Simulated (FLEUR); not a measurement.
Runs of FLEUR MaX-R8.1 (later development tree) on CoO. Symmetry: R3m, No. 160, trigonal system. Conventional cell: a = 3.204 Å, b = 3.204 Å, c = 7.699 Å, α = 90.00°, β = 90.00°, γ = 120.00°. Around Co (site symmetry 3m) lie 4 O at 1.91 to 1.96 Å. O (site symmetry 3m) is surrounded by 4 Co at 1.91 to 1.96 Å. Measurements of this composition are mostly on another form, of space group No. 225.

```csv
U,gap on the mesh (eV),moment (μB)
Co d U = 5 eV,(b),3.00
Co d U = 4 eV,0.23,3.00
Co d U = 6 eV,0.46,3.00
Co d U = 0.0 eV,none,2.80
Co d U = 2 eV,none,(a)
Co d U = 3 eV,0.14,3.00
```

Alike in all rows: task single point; level PBEsol+U; potentials or basis all-electron, FLAPW; spin collinear, ferromagnetic start; cell as given; k mesh 8 × 8 × 8; smearing fermi-dirac 0.05 eV; kmax 5.24 1/bohr.

Estimate the missing entries.

(a) 2.93; (b) 0.34.

Caveats: a cell with one magnetic atom can't hold antiferromagnetic order, which such compounds often take.

A k mesh can miss the band edges.

A gap of «none» marks a metal or a gap under the smearing width.
